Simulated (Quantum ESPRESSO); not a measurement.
**PbSe and the effect of the functional**

The structure is cubic, space group Fm-3m (No. 225). The conventional cell has a = 6.121 Å, b = 6.121 Å, c = 6.121 Å, α = 90.00°, β = 90.00°, γ = 90.00°. Pb (site symmetry m-3m) is surrounded by 6 Se at 3.06 Å. Around Se (site symmetry m-3m) lie 6 Pb at 3.06 Å.

Kept alike: task dielectric tensor; k mesh 6 × 6 × 6, shifted; occupations fermi-dirac, width 0.05 eV; no spin polarisation. Program: Quantum ESPRESSO, potentials by row: GBRV 1.5 PBE (AM05, PBE, WC); GBRV 1.5 LDA (LDA); GBRV 1.5 PBEsol (PBEsol), cutoff 612 eV. The mesh is that of the run's cell of 2 atoms. No spin-orbit coupling.

| functional | electronic dielectric constant (mean of the diagonal) |
| --- | --- |
| AM05 | 21.56 |
| LDA | 22.99 |
| PBE | 20.90 |
| PBEsol | 22.22 |
| WC | 22.44 |

Runs of this series that gave no sound value for these columns are left out. Potentials were made for PBE (AM05, PBE, WC); LDA (LDA); PBEsol (PBEsol).

The electronic dielectric constant runs from 20.90 (PBE) to 22.99 mean of the diagonal (LDA). From PBE: AM05 +0.66; LDA +2.09; PBEsol +1.32; WC +1.54.
